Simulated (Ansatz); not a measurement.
Planning a GW calculation on AlP (F-43m).

```yaml
crystal:
  lattice:
    - [0.00000, 2.73648, 2.73648]
    - [2.73648, 0.00000, 2.73648]
    - [2.73648, 2.73648, 0.00000]
  atoms:
    - { symbol: Al, position: [0.00000, 0.00000, 0.00000] }
    - { symbol: P, position: [0.75000, 0.75000, 0.75000] }
```

The cell and positions are those that the Materials Project relaxed with its own functionals (PBE, PBE+U or r2SCAN), kept fixed.

Runs so far (Ansatz 0.2.0, start PBE, PAW set soft_1 files, 6×6×6 mesh). Times are wall times on 1 × NVIDIA H100 80GB HBM3 (shared by 6 runs) with 3 threads of AMD EPYC 7R13 (Zen 3), shared host, good to a factor of about two.

```
bands summed  cutoff (eV)  gap on the mesh (eV)   time
          47           60                 2.098  9.4 s
         126          120                 2.306   18 s
```

What should the next rung give, with 267 bands and screening to 200 eV, and where is the limit?

The error falls about as one over the bands when the cutoff rises with them. A line through the two highest rungs given predicts 2.371 eV; the run gave 2.387 eV, close to it. The two highest rungs put the limit near 2.460 eV, the pair below near 2.429 eV; their difference is a rough measure of what is unsettled in bands and cutoff; the mesh is a separate error.

Gaps are over the mesh's points; an edge off the mesh would be missed. Limits: not at the basis limit.

[Paths, hosts, dates, memory and timing lines, banners, echoed tables and standing remarks are left out of the program output.]

[Logs are printed without paths, hosts, clocks, repeated set-up lines and the standing remarks that a program may print on its own settings, such as how far it seeks lower states.]

[Runs of the session that timed out or met a known fault of the program may be left out.]

[Cells called generated may have been cut or substituted from an entry of the Crystallography Open Database or the Materials Project.]

[Hosts, paths, dates, database ids (printed as entryN), source tags and the programs' standing remarks are cut or masked in the printed files.]
